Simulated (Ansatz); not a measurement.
**HfO2 under strain: Electric field gradients**

The cell is an entry of the Crystallography Open Database (COD), relaxed with PBE at fixed cell and then changed (z stretched by 1 %, ions relaxed).

```
Hf O
1.0
     5.05980    0.00000    0.00000
     0.00000   10.01720    0.00000
     0.00000    0.00000    5.27988
Hf O
8 16
Direct
  0.74519 0.88459 0.96451
  0.24519 0.61541 0.03549
  0.25481 0.38459 0.53549
  0.75481 0.11541 0.46451
  0.25481 0.11541 0.03549
  0.75481 0.38459 0.96451
  0.74519 0.61541 0.46451
  0.24519 0.88459 0.53549
  0.87068 0.79035 0.62494
  0.37068 0.70965 0.37506
  0.12932 0.29035 0.87506
  0.62932 0.20965 0.12494
  0.12932 0.20965 0.37506
  0.62932 0.29035 0.62494
  0.87068 0.70965 0.12494
  0.37068 0.79035 0.87506
  0.50293 0.97653 0.26198
  0.00293 0.52347 0.73802
  0.49707 0.47653 0.23802
  0.99707 0.02347 0.76198
  0.49707 0.02347 0.73802
  0.99707 0.47653 0.26198
  0.50293 0.52347 0.76198
  0.00293 0.97653 0.23802
```

Atoms are numbered from 1 in the order listed; like atoms form one site, named after its first atom.

Level of theory: DFT, PBE, plane waves and PAW, scalar-relativistic, 420 eV cutoff, Γ-centred 5×3×5 k-points, Fermi–Dirac smearing 0.02 eV (Ansatz 0.2.0).

Conventions: |V_zz| ≥ |V_yy| ≥ |V_xx|, η = (V_xx − V_yy)/V_zz, C_Q = eQV_zz/h.

Hf-177: I = 7/2, Q = 3365 mb; ¹⁷O: I = 5/2, Q = -25.58 mb. Q values from Pyykkö, Mol. Phys. 116, 1328 (2018).

| site | atoms (order as listed) | first shell | V_xx, V_yy, V_zz (10²¹ V/m²) | η | C_Q (MHz) |
| --- | --- | --- | --- | --- | --- |
| Hf | 1, 2, 3, 4, 5, 6, … | 7 O at 2.05–2.22 Å | -4.77, -7.14, 11.91 | 0.20 | 969 |
| O9 | 9, 10, 11, 12, 13, 14, … | 3 Hf at 2.05–2.17 Å; also 1 Hf at 3.34 Å | 0.79, 2.07, -2.86 | 0.45 | 1.77 |
| O17 | 17, 18, 19, 20, 21, 22, … | 4 Hf at 2.15–2.22 Å | 0.21, 1.42, -1.63 | 0.74 | 1.01 |

Without spin–orbit coupling the gradients at and beside Hf can be off by some per cent, at some sites by more.
